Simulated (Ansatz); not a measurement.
Crystal: PbS.

```
Pb S
1.0
     4.08970    0.00000    0.00000
    -2.04485    3.54178    0.00000
     0.00000    0.00000    3.78817
Pb S
1 1
Direct
  0.00000 0.00000 0.00000
  0.66667 0.33333 0.50000
```

Measurements of this composition are mostly on another form, of space group No. 225.

* Program: Ansatz 0.2.0
* Task: relaxation of cell and atoms
* Functional: PBE
* Dispersion: D4
* Potentials or basis: Ansatz PAW
* Cutoff: 420 eV (not typed: the program's choice for these potentials)
* k mesh: 8 × 8 × 7
* Occupations: fermi-dirac, width 0.05 eV
* Spin: no spin polarisation

At the start: volume 27.44 Å³/atom.

How do energy, volume and symmetry change on relaxing?

It ends after 5 steps and the volume is 26.29 Å³/atom (-4.2 %); space group P-6m2 (No. 187, to 0.05 Å).

Step by step:
| step | energy change (eV) | largest force (eV/Å) | volume (Å³) |
| --- | --- | --- | --- |
| 1 | 0.0000 | 0.0000 | 54.87 |
| 2 | -0.0131 | 0.0000 | 52.03 |
| 3 | -0.0142 | 0.0000 | 52.60 |
| 4 | -0.0142 | 0.0000 | 52.58 |
| 5 | -0.0140 | 0.0000 | 52.58 |

Final structure:
```
Pb S
1.0
     4.01214    0.00000    0.00000
    -2.00607    3.47461    0.00000
     0.00000    0.00000    3.77138
Pb S
1 1
Direct
  0.00000 0.00000 0.00000
  0.66667 0.33333 0.50000
```

Caveat: the plane-wave basis is chosen anew once the cell has moved, so the energies of steps on either side of that aren't comparable; pairwise dispersion overbinds metals, which lowers pressure and volume.
